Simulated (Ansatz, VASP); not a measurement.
One calculation of Ru, two programs

```
Ru
1.0
     2.83819    0.00000    0.00000
    -1.41910    2.45795    0.00000
     0.00000    0.00000    4.46901
Ru
2
Direct
  0.33333 0.66667 0.25000
  0.66667 0.33333 0.75000
```

Alike in both runs: task single point; functional revPBE; k mesh 22 × 22 × 12; occupations fermi-dirac, width 0.1 eV; no spin polarisation.

```csv
,VASP,Ansatz
version,VASP 6.6.1,Ansatz 0.2.0
potentials or method,"VASP PAW PBE potentials, release 64 (Ru_pv)","plane waves (420 eV) with PAW, scalar-relativistic"
plane-wave cutoff (eV),520,420
valence electrons in the cell,28,32
```

```csv
,VASP,Ansatz,Ansatz less VASP
pressure (GPa),-25.7,-25.6,+0.07
largest component of the traceless stress (GPa),0.81,0.81,+0.003
```

The two sets of potentials don't hold the same shells in valence.

Caveats: so large a pressure means that the cell lies far from this level's equilibrium, or that cutoff or potentials fall short (VASP); the potentials were made for another functional, which shifts forces and pressure (VASP).
